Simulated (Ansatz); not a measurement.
Ru:

```
Ru
1.0
     2.70580    0.00000    0.00000
    -1.35290    2.34329    0.00000
     0.00000    0.00000    4.28190
Ru
2
Direct
  0.66667 0.33333 0.75000
  0.33333 0.66667 0.25000
```

Base run:

```yaml
Program: Ansatz 0.2.0
Functional: revPBE
Potentials_or_basis: Ansatz PAW
Cutoff: "420 eV (not typed: the program's choice for these potentials)"
k_mesh: 11 × 11 × 6
Occupations: fermi-dirac, width 0.05 eV
Spin: no spin polarisation
```

Its results: band gap on the k mesh none (metal or under the smearing width); pressure 7.8 GPa.

**Question.** After a change of settings the same cell gave: band gap on the k mesh none (metal or under the smearing width); pressure -2.0 GPa. Which change was it?
A. functional from revPBE to LDA
B. functional from revPBE to RPBE
C. functional from revPBE to BLYP
D. functional from revPBE to r2SCAN; cutoff from 420 eV (not typed: the program's choice for these potentials) to 500 eV (not typed: the program's choice for these potentials)

**Answer.** D.

Caveats: the PAW data sets come from PBE, with cores solved anew for the run's functional, which leaves a small shift of forces and pressure.

Runs at the PBE level aren't shown here.
